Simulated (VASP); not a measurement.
# MgS: band gap with a hybrid functional, by functional

MgS, Fm-3m (no. 225), 2 atoms in the cell.

| Functional | Gap, path and mesh (eV) | Direct gap, path and mesh (eV) | Gap on the mesh (eV) | Direct gap at Γ (eV) | Time (s) |
|---|---|---|---|---|---|
| hybrid, METAGGA = R2SCAN AEXX = 0.05 | 3.72 | 4.90 | 3.72 | 4.90 | 95 |
| hybrid, METAGGA = R2SCAN AEXX = 0.1 | 4.02 | 5.19 | 4.02 | 5.19 | 86 |
| hybrid, METAGGA = R2SCAN AEXX = 0.2 | 4.60 | 5.77 | 4.60 | 5.77 | 80 |
| hybrid, METAGGA = R2SCAN AEXX = 0.3 | 5.20 | 6.35 | 5.20 | 6.35 | 80 |
| hybrid, METAGGA = R2SCAN AEXX = 0.5 | 6.39 | 7.53 | 6.39 | 7.53 | 79 |

## Input of the first row

INCAR.step1:
```
SYSTEM = MgS
ALGO = Normal ; EDIFF = 1E-5
ENCUT = 450 ; GGA = PE
GGA_COMPAT = .FALSE. ; ISIF = 2
ISMEAR = 0 ; KPAR = 4
LASPH = .TRUE. ; LCHARG = .FALSE.
LREAL = .FALSE. ; LWAVE = .TRUE.
NBANDS = 11 ; NELM = 150
PREC = Accurate ; SIGMA = 0.02
```

INCAR.step2, as INCAR.step1 but for:
```
- EDIFF = 1E-5
- GGA = PE
- LWAVE = .TRUE.
+ AEXX = 0.05
+ EDIFF = 1E-6
+ HFRCUT = -1
+ ISTART = 1
+ LHFCALC = .TRUE.
+ LMIXTAU = .TRUE.
+ LWAVE = .FALSE.
+ METAGGA = R2SCAN
+ PRECFOCK = Fast
```

KPOINTS:
```
k-points
0
Gamma
  6 6 6
```

KPOINTS_OPT:
```
path GXWKGLUWLK,UX
4
line-mode
reciprocal
 0.0000000000  0.0000000000  0.0000000000  G
 0.5000000000  0.0000000000  0.5000000000  X

 0.5000000000  0.0000000000  0.5000000000  X
 0.5000000000  0.2500000000  0.7500000000  W

 0.5000000000  0.2500000000  0.7500000000  W
 0.3750000000  0.3750000000  0.7500000000  K

 0.3750000000  0.3750000000  0.7500000000  K
 0.0000000000  0.0000000000  0.0000000000  G

 0.0000000000  0.0000000000  0.0000000000  G
 0.5000000000  0.5000000000  0.5000000000  L

 0.5000000000  0.5000000000  0.5000000000  L
 0.6250000000  0.2500000000  0.6250000000  U

 0.6250000000  0.2500000000  0.6250000000  U
 0.5000000000  0.2500000000  0.7500000000  W

 0.5000000000  0.2500000000  0.7500000000  W
 0.5000000000  0.5000000000  0.5000000000  L

 0.5000000000  0.5000000000  0.5000000000  L
 0.3750000000  0.3750000000  0.7500000000  K

 0.6250000000  0.2500000000  0.6250000000  U
 0.5000000000  0.0000000000  0.5000000000  X
```

POSCAR:
```
MgS
1.0
    0.0000000000      2.6016500000      2.6016500000
    2.6016500000      0.0000000000      2.6016500000
    2.6016500000      2.6016500000      0.0000000000
S Mg
1 1
Direct
    0.5000000000      0.5000000000      0.5000000000
    0.0000000000      0.0000000000      0.0000000000
```

Commands (each step's output is kept before the next begins):
```
cat potpaw_PBE.64/S/POTCAR potpaw_PBE.64/Mg/POTCAR > POTCAR
cp INCAR.step1 INCAR
mpirun -np 4 vasp_std > vasp.out
cp INCAR.step2 INCAR
mpirun -np 4 vasp_std > vasp.out
```

Changes of the last row against the first:
```
(step 2)
- AEXX = 0.05
+ AEXX = 0.5
```

VASP 6.6.1 took 95 s on 4 cores (Intel Xeon 6975P-C (Granite Rapids)), a shared host.
